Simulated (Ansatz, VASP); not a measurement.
This is a calculation of Pb (Lead) for Ansatz 0.2.0. 

input.yaml

```yaml
crystal:
  lattice:
    - [0.0, 2.47502, 2.47502]
    - [2.47502, 0.0, 2.47502]
    - [2.47502, 2.47502, 0.0]
  atoms:
    - { symbol: Pb, position: [0.0, 0.0, 0.0] }
kpoints:
  mp_grid: { grid: [9, 9, 9] }
scf:
  occupations: { method: gaussian, width: 0.027 }
hamiltonian:
  xc: pbe
  pseudopotentials: { kind: all_electron, lapw: { basis_error: 0.001 } }
output:
  forces: true
  stress: true
  eigenvalues: true
```

Potentials or basis: all-electron LAPW, scalar-relativistic.

The run is started by

```console
$ ansatz run input.yaml --threads 1 --pin off --max-ram 3072MiB --backend cpu --events-out ev --progress --plain --runs-dir out
```

**Question.** Set up the same calculation for VASP 6.6.1. Potentials or basis there: PBE PAW files Pb_d, 520 eV.

**Answer.** As run (cutoffs and basis follow the program's own potentials, and thresholds, step limits or extra output files can differ):

Contents of INCAR:

```
PREC     = Accurate       # precision mode
ENCUT    = 520            # plane-wave cutoff, eV
EDIFF    = 1E-7           # SCF threshold, eV
ISMEAR   = 0              # smearing method
SIGMA    = 0.027000000000000003 # smearing width, eV
LREAL    = F              # projectors in reciprocal space
LASPH    = T              # aspherical terms in the spheres
NELM     = 60             # most SCF steps
ALGO     = Fast           # electronic algorithm
ISIF     = 2              # what is computed and relaxed
LWAVE    = F              # write WAVECAR
LCHARG   = F              # write CHGCAR
GGA      = PE             # functional
```

Contents of KPOINTS:

```
regular mesh
0
Gamma
  9 9 9
```

File POSCAR:

```
Pb
1.0
    0.0000000000      2.4750200000      2.4750200000
    2.4750200000      0.0000000000      2.4750200000
    2.4750200000      2.4750200000      0.0000000000
Pb
1
Direct
    0.0000000000      0.0000000000      0.0000000000
```

Potentials or basis: VASP PAW PBE potentials, release 64 (Pb_d).

The run is started by

```sh
$ cat potpaw_PBE.64/Pb_d/POTCAR > POTCAR
$ mpirun -np 1 vasp_std > vasp.out
```

Both were run:

|  | Ansatz | VASP |
| --- | --- | --- |
| Pressure | 2.3 GPa | 2.2 GPa |

Where Ansatz's input types no cutoff or centring, it takes its own default and a Γ-centred mesh.

Pressure is positive in compression.
